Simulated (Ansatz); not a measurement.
# MgO: the cost of one run

Program: Ansatz 0.2.0. Level of theory: DFT PBEsol, scalar-relativistic, plane waves, PAW. These are calculated values, not measurements.

The COD cell was measured well above room temperature, so it is larger than a cold one.

9 further runs of the same task are left out: 1 that didn't finish, 8 set aside as unsound or not needed. Runs told in other sessions of the task aren't counted.

### Step 1. The structure to begin with

Symmetry: Fm-3m, No. 225, cubic system. Conventional cell: a = 4.215 Å, b = 4.215 Å, c = 4.215 Å, α = 90.00°, β = 90.00°, γ = 90.00°. Mg (site symmetry m-3m) has 6 O at 2.11 Å in its first shell of neighbours. O (site symmetry m-3m) is surrounded by 6 Mg at 2.11 Å.

As a file:

```cif
data_structure
_symmetry_space_group_name_H-M 'Fm-3m'
_symmetry_Int_Tables_number 225
_cell_length_a 4.2149
_cell_length_b 4.2149
_cell_length_c 4.2149
_cell_angle_alpha 90.000
_cell_angle_beta 90.000
_cell_angle_gamma 90.000
_cell_volume 74.88
loop_
_atom_site_label
_atom_site_type_symbol
_atom_site_symmetry_multiplicity
_atom_site_Wyckoff_symbol
_atom_site_fract_x
_atom_site_fract_y
_atom_site_fract_z
_atom_site_occupancy
Mg1 Mg 4 a 0.00000 0.00000 0.00000 1
O1 O 4 b 0.50000 0.00000 0.00000 1
```

It is the result of an earlier relaxation at this level (volume 9.36 Å³/atom; gap on the mesh: 4.62 eV).

### Step 2. The scan

Atoms count from 1 in the order of the input.

One atom moved over a plane, all else fixed.

First coordinate, shift of Mg1 along [1 1 0]: 11 values from −0.530 Å. Second coordinate, shift of Mg1 along [0 0 1]: 11 values from −0.530 Å.

Nothing else is relaxed (all other atoms fixed). Energies count from the relaxed crystal. Points are written as (first, second).

### Step 3. The run at (−0.530 Å, −0.530 Å)

File input.yaml:

```yaml
crystal:
  lattice:
    - [4.2149416169, 0.0, 0.0]
    - [0.0, -4.2149416169, 0.0]
    - [0.0, 0.0, -4.2149416169]
  atoms:
    - { symbol: Mg, position: [-0.088913828, 0.088913828, 0.1257431415] }
    - { symbol: Mg, position: [0.5, 0.5, 0.0] }
    - { symbol: Mg, position: [0.5, 0.0, 0.5] }
    - { symbol: Mg, position: [0.0, 0.5, 0.5] }
    - { symbol: O, position: [0.5, 0.0, 0.0] }
    - { symbol: O, position: [0.0, 0.5, 0.0] }
    - { symbol: O, position: [0.0, 0.0, 0.5] }
    - { symbol: O, position: [0.5, 0.5, 0.5] }
basis:
  ecutwfc: 420
kpoints:
  mp_grid: { grid: [6, 6, 6] }
hamiltonian:
  xc: pbesol
  pseudopotentials: { kind: paw, azcp: { folder: soft_1 } }
scf:
  occupations: { method: gaussian, width: 0.05 }
output:
  forces: true
  stress: true
  eigenvalues: true
```

The run is started by

```sh
ansatz run input.yaml --threads 2 --pin off --max-ram 4096MiB --backend cpu --events-out ev --progress --plain --runs-dir out
```

What time and memory should one allow on 2 threads of Arm Neoverse N1, shared host?

About 19 s, with a peak of 0.38 GiB.
